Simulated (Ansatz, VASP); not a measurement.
**One calculation of Sn, two programs**

```
Sn
1.0
    -1.94812    1.86387    1.87725
     1.92098   -1.92560    1.91184
     1.96447    1.94195   -1.93898
Sn
1
Direct
  0.00000 0.00000 0.00000
```

This isn't the form of Sn at room conditions, which is tetragonal (white tin).

Alike in both runs: task single point; functional LDA; k mesh 7 × 7 × 7; occupations gaussian, width 0.15 eV; no spin polarisation.

|  | VASP | Ansatz |
| --- | --- | --- |
| version | VASP 6.6.1 | Ansatz 0.2.0 |
| potentials or method | VASP PAW LDA potentials, release 64 (Sn_d) | plane waves, PAW |
| plane-wave cutoff (eV) | 520 | 540 |
| valence electrons in the cell | 14 | 14 |

|  | VASP | Ansatz | Ansatz less VASP |
| --- | --- | --- | --- |
| pressure (GPa) | -4.3 | -4.3 | +0.02 |
| largest component of the traceless stress (GPa) | 1.02 | 1.02 | -0.005 |

Ansatz warned: «stress_scf_threshold_loose».
